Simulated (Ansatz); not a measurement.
## BN (F-43m), ideal shear of a crystal plane

The calculation used DFT PBE, scalar-relativistic, plane waves, PAW (Ansatz 0.2.0). Settings: plane waves to 420 eV, k-mesh 10×10×2 (Γ-centred), Gaussian smearing 0.05 eV. No spin polarisation. Energies are free energies at this smearing, counted from the undisturbed cell; pressure is positive in compression.

The undisturbed cell (relaxed at this level):

```xyz
12
Lattice="1.8123 -1.8123 0.0000 1.8123 0.0000 -1.8123 7.2494 7.2494 7.2494" Properties=species:S:1:pos:R:3 pbc="T T T"
B     2.8693    2.8693    2.8693
B     2.8693    1.0570    1.0570
B     6.4940    2.8693    2.8693
B     6.4940    6.4940    6.4940
B     6.4940    4.6817    4.6817
B     2.8693   -0.7554   -0.7554
N     5.5878    1.9631    1.9631
N     1.9631    1.9631    1.9631
N     5.5878    3.7755    3.7755
N     9.2125    5.5878    5.5878
N     5.5878    5.5878    5.5878
N     1.9631    0.1508    0.1508
```

The cut lies on the cell's a–b face, a (1 -1 1) plane (indices in the standard cell, whose axes needn't be the Cartesian ones shown) of area 5.69 Å², between layers 1.57 Å apart. Vector c is tilted by f times 1·a + 0·b (length 2.563 Å) with the atoms' Cartesian places fixed: one unrelaxed fault a cell. The traction is dγ/du, the slope of γ against the slip u in Å. Some rows repeat others by symmetry and weren't run.

| f | γ (mJ/m²) | traction (GPa) |
| --- | --- | --- |
| 0.0000 | 0 | 0.0 |
| 0.1000 | 569 | 44.1 |
| 0.2000 | 2205 | 81.6 |
| 0.3000 | 4577 | 98.2 |
| 0.4000 | 6875 | 72.2 |
| 0.5000 | 7864 | 0.0 |
| 0.6000 | 6875 | -72.2 |
| 0.7000 | 4577 | -98.2 |
| 0.8000 | 2205 | -81.6 |
| 0.9000 | 569 | -44.1 |

Read off the first barrier and the stress needed to climb it, and compare with Frenkel's sinusoid.

The first sampled maximum lies at f = 0.500, a slip of 1.28 Å, with γ ≈ 7864 mJ/m², which stands in for the unstable fault energy γ_us, and the steepest sampled slope before it is 98.2 GPa. A sinusoid γ = γ_us sin²(πu/λ) with its maximum there has λ = 2.56 Å and a largest slope πγ_us/λ = 96.4 GPa (1 mJ/m² per Å = 0.01 GPa). The stand-in is too high: the stress and forces give a traction of 39.4 GPa across the line at this point, so it is no saddle, and slip that bends off the line crosses lower.

Is there a metastable fault on this line?

Apart from points where γ returns to about zero, no local minimum shows among the samples, so at this sampling the line offers no fault for a dislocation to split on; a fault can still lie off the line.

The cut is rigid; relaxing the faces lowers these energies and usually the stresses.

Cost: 6 runs of about 1.2 core-minutes in all, on Intel Xeon Platinum 8488C (Sapphire Rapids) (shared hosts).